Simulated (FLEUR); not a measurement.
# Al (Fm-3m) in FLEUR: a series of runs, part 2 of 2

FLEUR MaX-R8.1 (patched build s14).

## Step 3: Single point, RPBE, collinear spin, ferromagnetic start

inp.xml

```xml
<?xml version="1.0" encoding="UTF-8" standalone="no"?>
<fleurInput fleurInputVersion="0.39">
   <comment>
      Al                                                                                                  
   </comment>
   <calculationSetup>
      <cutoffs Kmax="3.8" Gmax="11.8" GmaxXC="11.8" numbands="0"/>
      <scfLoop itmax="60" minDistance="0.00001" maxIterBroyd="15" imix="Anderson" alpha="0.05" precondParam="0.0" spinf="2.0"/>
      <coreElectrons ctail="T" frcor="F" kcrel="0" coretail_lmax="0"/>
      <xcFunctional name="Rpbe" relativisticCorrections="F"/>
      <magnetism jspins="2"/>
      <soc l_soc="F" theta="0.0" phi="0.0" spav="F"/>
      <expertModes spex="0" secvar="F"/>
      <geometryOptimization l_f="F" forcealpha="1.0" forcemix="BFGS" epsdisp="0.00001" epsforce="0.00001"/>
      <ldaU l_linMix="F" mixParam="0.05" spinf="1.0"/>
   </calculationSetup>
   <cell>
      <bzIntegration valenceElectrons="11.0" mode="hist" fermiSmearingEnergy="0.00073499">
         <kPointListSelection listName="default-1"/>
         <!-- k-points included here -->
         <xi:include xmlns:xi="http://www.w3.org/2001/XInclude" href="kpts.xml"> </xi:include>
      </bzIntegration>
      <!-- symmetry operations included here -->
      <xi:include xmlns:xi="http://www.w3.org/2001/XInclude" href="sym.xml"> </xi:include>
      <bulkLattice scale="1.0">
         <bravaisMatrix>
            <row-1>    0.0000000000000000     3.8263269057207032     3.8263269057207032</row-1>
            <row-2>    3.8263269057207032     0.0000000000000000     3.8263269057207032</row-2>
            <row-3>    3.8263269057207032     3.8263269057207032     0.0000000000000000</row-3>
         </bravaisMatrix>
      </bulkLattice>
   </cell>
   <atomSpecies>
      <species name="Aluminum (.500" element="Al" atomicNumber="13">
         <mtSphere radius="2.51" gridPoints="829" logIncrement="0.014"/>
         <atomicCutoffs lmax="10" lnonsphr="8"/>
         <electronConfig flipSpins="F">
            <coreConfig>(1s1/2)</coreConfig>
            <valenceConfig>(2s1/2) (2p1/2) (2p3/2) (3s1/2) (3p1/2) (3p3/2)</valenceConfig>
            <stateOccupation state="(3p1/2)" spinUp="0.1666666666667" spinDown="0.1666666666667"/>
            <stateOccupation state="(3p3/2)" spinUp="0.5833333333333" spinDown="0.0833333333333"/>
         </electronConfig>
         <energyParameters s="3" p="3" d="3" f="4"/>
         <lo type="SCLO" l="0" n="2" eDeriv="0"/>
         <lo type="SCLO" l="1" n="2" eDeriv="0"/>
         <lo type="SCLO" l="2" n="3" eDeriv="2"/>
         <lo type="SCLO" l="3" n="4" eDeriv="2"/>
      </species>
   </atomSpecies>
   <atomGroups>
      <atomGroup species="Aluminum (.500">
         <relPos label="                   1">.0000000000 .0000000000 .0000000000</relPos>
         <force calculate="T" relaxXYZ="TTT"/>
      </atomGroup>
   </atomGroups>
   <output dos="F" band="F" slice="F">
      <checks vchk="F" cdinf="F"/>
      <bandDOS minEnergy="-.5*Htr" maxEnergy="0.5*Htr" sigma="0.015" storeEVData="T"/>
      <vacuumDOS vacdos="F" integ="F" star="F" nstars="0" locx1="0.0" locy1="0.0" locx2="0.0" locy2="0.0" nstm="0" tworkf="0.0"/>
      <unfoldingBand unfoldBand="F" supercellX="1" supercellY="1" supercellZ="1"/>
      <plotting iplot="0" polar="F">
         <plot TwoD="T" vec1="  1.0  0.0  0.0" vec2="  0.0  1.0  0.0" vec3="  0.0  0.0  1.0" zero="  0.0  0.0  0.0" file="plot"/>
      </plotting>
      <chargeDensitySlicing numkpt="0" minEigenval="0.0" maxEigenval="0.0" nnne="0" pallst="F"/>
      <specialOutput eonly="F"/>
      <magneticCircularDichroism mcd="F" energyLo="-10.0" energyUp="0.0"/>
   </output>
  <!-- We include the file relax.xml here to enable relaxations (see documentation) -->
  <xi:include xmlns:xi="http://www.w3.org/2001/XInclude" href="relax.xml"> <xi:fallback/> </xi:include>
</fleurInput>
```

crystal.txt

```
Al
&input cartesian=F /
0.0000000000  2.0248050000  2.0248050000
2.0248050000  0.0000000000  2.0248050000
2.0248050000  2.0248050000  0.0000000000
1.8897261246
1.0 1.0 1.0

1
13 0.0000000000  0.0000000000  0.0000000000 : 0.500

&kpt div1=11 div2=11 div3=11 gamma=T /
```

Potentials or basis: all-electron, FLAPW.

Run with:

```sh
> inpgen -f crystal.txt -profile fastHighL
> # inp.xml edited to the form shown
> fleur
```

Log:

```text
Welcome to FLEUR        (www.flapw.de)
      MaX-Release 8.1          (www.max-centre.eu)

 ========== k-point set info ==========
 Selected k-point list: default-1
 k-point list type: mesh
 11 x 11 x 11
 Number of k points: 56

 ------------Calculation Setup---------------------------
 Number of OMP-threads    :            1
 Number of basis functions:          141
 Approximate size of matrices (H+S) per k-point:         0.000 GB
 --------------------------------------------------------
 Iteration:     1   Distance:       4.19578823 me/bohr^3
 Iteration:     2   Distance:       3.96390265 me/bohr^3
 Iteration:     3   Distance:       1.31056982 me/bohr^3
 Iteration:     4   Distance:       1.15918269 me/bohr^3
 Iteration:     5   Distance:       0.28129621 me/bohr^3
 Iteration:     6   Distance:       0.23821899 me/bohr^3
 Iteration:     7   Distance:       0.10968738 me/bohr^3
 Iteration:     8   Distance:       0.10974334 me/bohr^3
 Iteration:     9   Distance:       0.05227124 me/bohr^3
 Iteration:    10   Distance:       0.05220736 me/bohr^3
 Iteration:    11   Distance:       0.03479704 me/bohr^3
 Iteration:    12   Distance:       0.03161071 me/bohr^3
 Iteration:    13   Distance:       0.01033406 me/bohr^3
 Iteration:    14   Distance:       0.00865480 me/bohr^3
 Iteration:    15   Distance:       0.00073514 me/bohr^3
 Iteration:    16   Distance:       0.00071901 me/bohr^3
 Iteration:    17   Distance:       0.00027950 me/bohr^3
 Iteration:    18   Distance:       0.00017292 me/bohr^3
 Iteration:    19   Distance:       0.00007286 me/bohr^3
 Iteration:    20   Distance:       0.00007567 me/bohr^3
 Iteration:    21   Distance:       0.00000810 me/bohr^3

 ********************************************************************
 Run finished successfully
 Stop message:
   all done
 ********************************************************************
```

out.xml (last iteration):

```text
<iteration numberForCurrentRun="   21" overallNumber="   21">
         <energyParameters units="Htr">
            <atomicEP atomType="1" spin="1" branch="3s" branchLowest="-3.51" branchHighest="0.94" value="0.0778795061"/>
            <atomicEP atomType="1" spin="1" branch="3p" branchLowest="-2.08" branchHighest="1.35" value="0.2348634632"/>
            <atomicEP atomType="1" spin="1" branch="3d" branchLowest="-9.99" branchHighest="1.73" value="0.4140125893"/>
            <atomicEP atomType="1" spin="1" branch="4f" branchLowest="-9.99" branchHighest="3.27" value="0.5821787123"/>
[... 83 lines left out ...]
            <chargeDensity spin="1" distance="0.0000046578"/>
            <chargeDensity spin="2" distance="0.0000042299"/>
            <overallChargeDensity distance="0.0000081008"/>
            <spinDensity distance="0.0000036810"/>
         </densityConvergence>
      </iteration>
```

Run time: 17 s. Hardware: 1 thread of AMD EPYC 7B13 (Zen 3), shared host; peak memory 0.06 GiB.

What came out:

```
Free energy                                           : -6610.4634 eV
Band gap on the k mesh                                : none (metal or under the smearing width)
Net moment                                            : 0.00 μB per cell
Valence electrons inside the program's atomic spheres : Al 9.81 (radii Al 2.51 bohr)
```

Core levels (eV from the Fermi level):
| atom | levels |
| --- | --- |
| 1 Al | 1s1/2 -1506.2 |
